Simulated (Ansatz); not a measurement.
## SnSe: one atom moved over a plane

Level of theory: Ansatz 0.2.0, DFT r2SCAN, scalar-relativistic, plane waves, PAW. The runs took a 500 eV cutoff, a Γ-centred 6×6×4 mesh and Gaussian smearing (0.05 eV). No spin polarisation. Energies are free energies at this smearing, counted from the undisturbed cell; pressure is positive in compression.

Reference structure (as given, not relaxed at this level; it stands at 0.0 GPa; this form isn't the usual structure):

```
Sn Se
1.0
     4.28533    0.00000    0.00000
     0.00000    4.28533    0.00000
     0.00000    0.00000   10.99069
Sn Se
2 2
Direct
  0.50000 0.00000 0.37223
  0.00000 0.50000 0.62777
  0.50000 0.00000 0.61604
  0.00000 0.50000 0.38396
```

The cell holds layers and no dispersion correction was added, so their binding is poorly described.

Atom 1 (Sn) is moved by p along (0.000, 1.000, 0.000) and q along (0.000, 0.000, 1.000) (Å), all else fixed. Points are written (p, q).

p was sampled at -0.450, -0.225, 0.000, 0.225, 0.450 and q at -0.450, -0.225, 0.000, 0.225, 0.450.

Question: Where on the computed points is the energy highest, and how high?

Answer: At (0.000, 0.450): 1.22 eV/cell.

Question: Away from (0, 0), which computed point is lowest?

Answer: (-0.225, 0.000), (0.225, 0.000): 0.00 eV/cell.

The map, in eV/cell:

| p \ q | -0.450 | -0.225 | 0.000 | 0.225 | 0.450 |
| --- | --- | --- | --- | --- | --- |
| -0.450 | 0.40 | 0.17 | 0.08 | 0.31 | 1.17 |
| -0.225 | 0.40 | 0.12 | 0.00 | 0.23 | 1.19 |
| 0.000 | 0.42 | 0.13 | 0.00 | 0.23 | 1.22 |
| 0.225 | 0.40 | 0.12 | 0.00 | 0.23 | 1.19 |
| 0.450 | 0.40 | 0.17 | 0.08 | 0.31 | 1.17 |

Cost: 15 runs of about 6.8 core-minutes in all, on Intel Xeon 6975P-C (Granite Rapids) (shared hosts).